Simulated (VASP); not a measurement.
# KI (Fm-3m) in VASP: further runs

The runs below take KI through single point, with PBE.

Program: VASP 6.6.1. These are calculated values, not measurements. Logs are shortened: lines on timing, memory, paths and dates and some standing lists are left out, and cuts for length are marked.

## (1) The crystal as given

Symmetry: Fm-3m, No. 225, cubic system. The conventional cell has a = 7.066 Å, b = 7.066 Å, c = 7.066 Å, α = 90.00°, β = 90.00°, γ = 90.00°. Around I (site symmetry m-3m) lie 6 K at 3.53 Å. K (site symmetry m-3m) is surrounded by 6 I at 3.53 Å.

## (2) Single point, PBE

INCAR

```
PREC = Accurate
ENCUT = 450
EDIFF = 1E-6
ISMEAR = 0
SIGMA = 0.05
LREAL = False
LASPH = True
NELM = 100
ALGO = Normal
ISIF = 2
LWAVE = False
LCHARG = False
GGA = PE
NBANDS = 15
ADDGRID = False
```

KPOINTS

```
regular mesh
0
Gamma
  4 4 4
```

POSCAR

```
KI
1.0
    0.0000000000      3.5327750000      3.5327750000
    3.5327750000      0.0000000000      3.5327750000
    3.5327750000      3.5327750000      0.0000000000
I K
1 1
Direct
    0.5000000000      0.5000000000      0.5000000000
    0.0000000000      0.0000000000      0.0000000000
```

Potentials or basis: VASP PAW PBE potentials, release 64 (I, K_sv).

Run with:

```
$ cat potpaw_PBE.64/I/POTCAR potpaw_PBE.64/K_sv/POTCAR > POTCAR
$ mpirun -np 1 vasp_std > vasp.out
```

OUTCAR:

```text
PREC = Accurate
   ENCUT = 450
   EDIFF = 1E-6
   ISMEAR = 0
   LREAL = False
   LASPH = True
   NELM = 100
   ISIF = 2
   GGA = PE

 Found      8 irreducible k-points:

 Following reciprocal coordinates:
            Coordinates               Weight
  0.000000  0.000000  0.000000      1.000000
  0.250000  0.000000  0.000000      8.000000
  0.500000  0.000000  0.000000      4.000000
  0.250000  0.250000  0.000000      6.000000
  0.500000  0.250000  0.000000     24.000000
 -0.250000  0.250000  0.000000     12.000000
   k-points           NKPTS =      8   k-points in BZ     NKDIM =      8   number of bands    NBANDS=     15
   number of dos      NEDOS =    301   number of ions     NIONS =      2
   total plane-waves  NPLWV =  46656
   dimension x,y,z NGX =    36 NGY =   36 NGZ =   36
   dimension x,y,z NGXF=    72 NGYF=   72 NGZF=   72
   ions per type =               1   1
   NGX,Y,Z   is equivalent  to a cutoff of  11.98, 11.98, 11.98 a.u.
   NGXF,Y,Z  is equivalent  to a cutoff of  23.96, 23.96, 23.96 a.u.
 SYSTEM =  unknown system
   PREC   = accura    normal or accurate (medium, high low for compatibility)
   ISTART =      0    job   : 0-new  1-cont  2-samecut
   ICHARG =      2    charge: 1-file 2-atom 10-const
   ISPIN  =      1    spin polarized calculation?
   LNONCOLLINEAR =      F non collinear calculations
   LSORBIT =      F    spin-orbit coupling
   LASPH  =      T    aspherical Exc in radial PAW
   ENCUT  =  450.0 eV  33.07 Ry    5.75 a.u.   8.64  8.64  8.64*2*pi/ulx,y,z
   NELM   =    100;   NELMIN=  2; NELMDL= -5     # of ELM steps
   EDIFF  = 0.1E-05   stopping-criterion for ELM
   LREAL  =      F    real-space projection
   EDIFFG = 0.1E-04   stopping-criterion for IOM
   NSW    =      0    number of steps for IOM
   IBRION =     -1    ionic relax: 0-MD 1-quasi-New 2-CG
   NFREE  =      0    steps in history (QN), initial steepest desc. (CG)
   ISIF   =      2    stress and relaxation
   ISYM   =      2    0-nonsym 1-usesym 2-fastsym
   POTIM  = 0.5000    time-step for ionic-motion
   TEBEG  =    0.0;   TEEND  =   0.0 temperature during run
   PSTRESS=    0.0 pullay stress
   NELECT =      16.0000    total number of electrons
   NUPDOWN=      -1.0000    fix difference up-down
   EMIN   =  10.00;   EMAX   =-10.00  energy-range for DOS
   EFERMI =   0.00;   METHOD = LEGACY
   ISMEAR =     0;   SIGMA  =   0.05  broadening in eV -4-tet -1-fermi 0-gaus
   EFERMI_NEDOS =   21; number of points for ismear=-14 and -15
   IALGO  =     38    algorithm
   IMIX   =      4    mixing-type and parameters
     AMIX     =   0.40;   BMIX     =  1.00
     AMIX_MAG =   1.60;   BMIX_MAG =  1.00
  volume/ion in A,a.u.               =      44.09       297.54
  Fermi-wavevector in a.u.,A,eV,Ry     =   0.926806  1.751409 11.686988  0.858969
  Thomas-Fermi vector in A             =   2.052808
   LORBIT       =      0    0 simple, 1 ext, 2 COOP (PROOUT), +10 PAW based schemes
   GGA     = PE    functional components
   LHFCALC =     F    Hartree Fock is set to
   AEXX    =    0.0000 exact exchange contribution
   IVDW    =     0    specifies the selected vdW correction
   LEPSILON=     F    determine dielectric tensor
   LRPA    =     F    only Hartree local field effects (RPA)
 non-spin polarized calculation
 Gauss-broadening in eV      SIGMA  =   0.05
  energy-cutoff  :      450.00
  volume of cell :       88.18
 maximum number of plane-waves:      1924
 NGX is ok and might be reduce to    36
   NGX = 17   NGY = 17   NGZ = 17

 number of electron      16.0000000 magnetization

 Free energy of the ion-electron system (eV)
  ---------------------------------------------------
  ext. energy  EPLUGINS =         0.00000000
  ---------------------------------------------------
  free energy    TOTEN  =        -5.55535482 eV

  energy without entropy =       -5.55535482  energy(sigma->0) =       -5.55535482

 E-fermi :  -0.1101     XC(G=0):  -7.1774

 val. band max:       -0.4149438256   @ k =   0.0000   0.0000   0.0000
 cond. band min:       3.5472874390   @ k =   0.0000   0.0000   0.0000
 fundamental gap:      3.9622312646
 Fermi energy:        -0.1100507881

 k-point     1 :       0.0000    0.0000    0.0000
  band No.  band energies     occupation
      1     -28.9185      2.00000
      2     -12.4055      2.00000
      3     -12.4055      2.00000
      4     -12.4055      2.00000
      5     -10.9167      2.00000
      6      -0.4149      2.00000
      7      -0.4149      2.00000
      8      -0.4149      2.00000
      9       3.5473      0.00000
     10       6.0815      0.00000
     11       6.0815      0.00000
     12       6.0815      0.00000
     13       6.7984      0.00000
     14       6.7984      0.00000
     15       9.3733      0.00000

 k-point     2 :       0.2500    0.0000    0.0000
  band No.  band energies     occupation
      1     -28.9174      2.00000
      2     -12.4837      2.00000
      3     -12.4066      2.00000
      4     -12.4066      2.00000
      5     -10.7743      2.00000
      6      -1.1746      2.00000
      7      -0.5911      2.00000
      8      -0.5911      2.00000
      9       4.6424      0.00000
     10       6.1573      0.00000
     11       6.6905      0.00000
     12       6.6905      0.00000
     13       7.4966      0.00000
     14       7.4966      0.00000
     15       9.8829      0.00000

 k-point     3 :       0.5000    0.0000    0.0000
  band No.  band energies     occupation
      1     -28.9164      2.00000
      2     -12.5516      2.00000
      3     -12.4078      2.00000
      4     -12.4078      2.00000
      5     -10.6395      2.00000
      6      -1.7346      2.00000
      7      -0.7508      2.00000
      8      -0.7508      2.00000
      9       5.1078      0.00000
     10       7.2955      0.00000
     11       7.7288      0.00000
     12       7.7288      0.00000
     13       8.2891      0.00000
     14       8.2891      0.00000
     15       8.9081      0.00000

 k-point     4 :       0.2500    0.2500    0.0000
  band No.  band energies     occupation
      1     -28.9171      2.00000
      2     -12.4626      2.00000
      3     -12.4145      2.00000
      4     -12.4145      2.00000
      5     -10.7847      2.00000
      6      -1.1974      2.00000
      7      -0.6203      2.00000
      8      -0.6203      2.00000
      9       4.8764      0.00000
     10       5.1085      0.00000
     11       7.1841      0.00000
     12       7.4738      0.00000
     13       7.4738      0.00000
     14       7.6953      0.00000
     15       9.7488      0.00000

 k-point     5 :       0.5000    0.2500    0.0000
  band No.  band energies     occupation
      1     -28.9161      2.00000
      2     -12.4949      2.00000
      3     -12.4242      2.00000
      4     -12.4158      2.00000
      5     -10.7043      2.00000
      6      -1.4455      2.00000
      7      -0.9569      2.00000
      8      -0.7667      2.00000
      9       5.2476      0.00000
     10       6.2945      0.00000
     11       6.9123      0.00000
     12       7.8369      0.00000
     13       8.3151      0.00000
     14       8.6649      0.00000
     15       9.3787      0.00000

 k-point     6 :      -0.2500    0.2500    0.0000
  band No.  band energies     occupation
      1     -28.9164      2.00000
      2     -12.5068      2.00000
      3     -12.4257      2.00000
      4     -12.4079      2.00000
      5     -10.6935      2.00000
      6      -1.4407      2.00000
      7      -0.9149      2.00000
      8      -0.7410      2.00000
      9       5.7444      0.00000
     10       6.1113      0.00000
     11       6.7853      0.00000
     12       7.3012      0.00000
     13       8.1863      0.00000
     14       8.5227      0.00000
     15       9.3397      0.00000

 [... further k-points ...]
[... 5 lines left out ...]
  --------------------------------------------------------------------------------------
  -------------------------------------------------------------------------------------
  Total        0.3506709      0.3506709      0.3506709     -0.0000000      0.0000000     -0.0000000
  in kB        6.3713639      6.3713639      6.3713639     -0.0000000      0.0000000     -0.0000000
  external PRESSURE =       6.3713639 kB  Pullay stress =       0.0000000 kB

 VOLUME and BASIS-vectors are now :
 -----------------------------------------------------------------------------
  energy-cutoff  :      450.00
  volume of cell :       88.18
      direct lattice vectors                 reciprocal lattice vectors
     0.000000000  3.532775000  3.532775000    -0.141531799  0.141531799  0.141531799
     3.532775000  0.000000000  3.532775000     0.141531799 -0.141531799  0.141531799
     3.532775000  3.532775000  0.000000000     0.141531799  0.141531799 -0.141531799

 POSITION                                       TOTAL-FORCE (eV/Angst)
 -----------------------------------------------------------------------------------
      3.53277      3.53277      3.53277         0.000000     -0.000000      0.000000
      0.00000      0.00000      0.00000        -0.000000      0.000000     -0.000000
 -----------------------------------------------------------------------------------
    total drift:                                0.000000      0.000000      0.000000

  FREE ENERGIE OF THE ION-ELECTRON SYSTEM (eV)
  ---------------------------------------------------
  free  energy   TOTEN  =        -5.5553548168 eV

  energy  without entropy=       -5.5553548168  energy(sigma->0) =       -5.55535482
```

It took 11 s on 1 thread of Intel Xeon Platinum 8259CL at 2.50GHz (Skylake/Cascade Lake), shared host; peak memory 0.2 GiB.

These settings aren't checked as converged: the numbers below hold their error.

What came out:

```yaml
Free_energy: -5.5554 eV
Pressure: 0.6 GPa
Band_gap_on_the_k_mesh: 3.96 eV, direct
```

Caveat: spin-orbit coupling is left out, which moves the levels of the heavy elements.

## (3) Single point, PBE

INCAR, as its differences from that of step 2:

```diff
@@ -1,3 +1,3 @@
 PREC = Accurate
-ENCUT = 450
+ENCUT = 300
 EDIFF = 1E-6
```

KPOINTS

```
regular mesh
0
Gamma
  5 5 5
```

POSCAR is that of step 2.

Potentials or basis: VASP PAW PBE potentials, release 64 (I, K_sv).

Run with:

```
$ cat potpaw_PBE.64/I/POTCAR potpaw_PBE.64/K_sv/POTCAR > POTCAR
$ mpirun -np 1 vasp_std > vasp.out
```

Wall time 7.8 s (1 thread of Intel Xeon Platinum 8259CL at 2.50GHz (Skylake/Cascade Lake), shared host); peak memory 0.15 GiB.

The run converged, but some of its settings lie outside the range that counts as converged, so its numbers aren't taken as properties of the crystal.

Results:

```
Free energy            : -5.5558 eV
Pressure               : 0.5 GPa
Band gap on the k mesh : 3.96 eV, direct
```

Caveat: the cutoff is under 1.25 times the usual one of these potentials, so pressure, stress and relaxed cells hold a basis-set (Pulay) error; spin-orbit coupling is left out, which moves the levels of the heavy elements.

(Continued in part 2 of 2.)
